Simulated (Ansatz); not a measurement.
## One input on several machines: r2SCAN molecular dynamics, a 3×2×1 supercell of GaS (P6_3/mmc)

All times were clocked for whole runs of Ansatz 0.2.0, start-up included, one run at a time with no other job on the machine: a node with four NVIDIA GB300 Max-Q cards and 144 Grace (Neoverse V2) cores; a node with four NVIDIA GB200 cards and 144 Grace (Neoverse V2) cores; a node with eight NVIDIA H100 80GB cards and 96 AMD EPYC 7R13 cores. Times and memory are rounded to two significant figures, and ratios are formed from the unrounded values. A row is a single run, so small differences between rows aren't established. System services beside the runs took up to 5 cores (rounded up). Runs with a thread on every core shared the cores with them. Precision is the program's default, which can work at lower precision in parts of a run. Card memory is the largest of readings taken every 0.4 s, so short peaks can be missed, and it isn't given for runs under about 3 s. It shows what a run took, which needn't be the least that it can run in: the program holds more work at once where threads and free memory allow.

Commands are shown without the flags for output files and display.

The PAW files were made with PBE. For this functional the program regenerates the frozen cores at set-up.

| Property | Result |
| --- | --- |
| atoms | 48 |
| valence electrons | 456 |
| cell volume | 1074 Å³ |
| cutoff | 520 eV |
| k mesh | 2×3×1 |
| k points solved | 4 |
| symmetry operations used (translations within a supercell counted) | 1 |
| plane waves at Γ | 28957 |
| dense FFT grid | 81×54×120 |
| bands at the start | 276 |
| spin | none |
| first density | atoms corrected by the program's trained network |

Input:

```yaml
crystal:
  lattice:
    - [10.779741, 0.000000, 0.000000]
    - [-3.593248, 6.223686, 0.000000]
    - [0.000000, 0.000000, 16.014656]
  atoms:
    - { symbol: Ga, position: [0.111111, 0.333334, 0.326450] }
    - { symbol: Ga, position: [0.222222, 0.166666, 0.826450] }
    - { symbol: Ga, position: [0.222222, 0.166666, 0.673550] }
    # ... 44 more atoms, left out here ...
    - { symbol: S, position: [0.777778, 0.833333, 0.606851] }
kpoints:
  mp_grid: { grid: [2, 3, 1] }
basis: { ecutwfc: 520 }
hamiltonian:
  xc: r2scan
scf:
  occupations: { method: gaussian, width: 0.1 }
md: { ensemble: nvt_langevin, temperature: 300, timestep: 1.0, n_steps: 30, initial_velocities: maxwell_boltzmann, seed: 1 }
```

The log of this input tells: bands 276→264. «bands a→b»: once the levels showed a gap the program dropped high empty bands and went on with b of the a at the start.

```csv
machine share,command,wall time,SCF clock,outside it,CPU time,SCF iterations,steps logged,threads,the cards share,host memory (GiB),fullest card (GiB)
1 × GB200,ansatz run input.yaml --backend cuda --devices 1,20 s,18 s,2.2 s,2.9 min,150,31,72,,2.5,14
1 × GB300,ansatz run input.yaml --backend cuda --devices 1,36 s,34 s,1.7 s,3.0 min,150,31,72,,2.8,14
1 × H100,ansatz run input.yaml --backend cuda --devices 1,28 s,26 s,2.3 s,2.7 min,150,31,48,,1.9,13
"144 threads, Grace of the GB200 node",ansatz run input.yaml --backend cpu,110 s,110 s,1.3 s,4.0 h,150,31,144,,11,
4 × H100 (the program's choice),ansatz run input.yaml --backend cuda --devices 8,25 s,20 s,4.2 s,2.5 min,150,31,4×24,k points,2.8,5.0
```

The SCF clock is the program's own. It runs from the start of the first SCF loop to the final result and holds forces, stress, later SCFs and response steps. Outside it lie start-up, exit and the set-up ahead of the first loop, which depends on the cell and the method.

SCF iterations are those that the program logged, summed over all steps and exchange cycles of a run; an SCF made in search of a lower state can go uncounted. Steps are those that the program logged, the start of a trajectory included. For molecular dynamics the program switches the space group off, so only time reversal reduces the mesh.

Threads written as a×b are a pools of b host workers, as the log lists them; the log's own count of threads can differ.

The machines don't compute alike at the default precision: the logs show emulated matrix products on GB200 and GB300, and some doubles held as pairs of floats on GB300.

The runs on cards also kept host threads busy (see the CPU time), so differences between cards can come from their hosts too.

Among these rows the slowest by wall time (144 threads, Grace of the GB200 node) takes 5.7 times as long as the fastest (1 × GB200). Up to 17 % of a wall time lies outside the SCF clock (4 × H100 (the program's choice)), so the wall times show the speed at the clocked work only in part. On the SCF clock alone the slowest (144 threads, Grace of the GB200 node) takes 6.4 times as long as the fastest (1 × GB200).

The gap on the SCF clock between 1 × GB300 and 1 × GB200 (34 s against 18 s) wasn't traced.

Q: How long does the same input take on 144 threads, Grace of the GB300 node (ansatz run input.yaml --backend cpu)?

A: 120 s, in 150 SCF iterations, about 1 % more than the time on 144 threads, Grace of the GB200 node (too small a difference for single runs to establish); peak host memory 11 GiB.
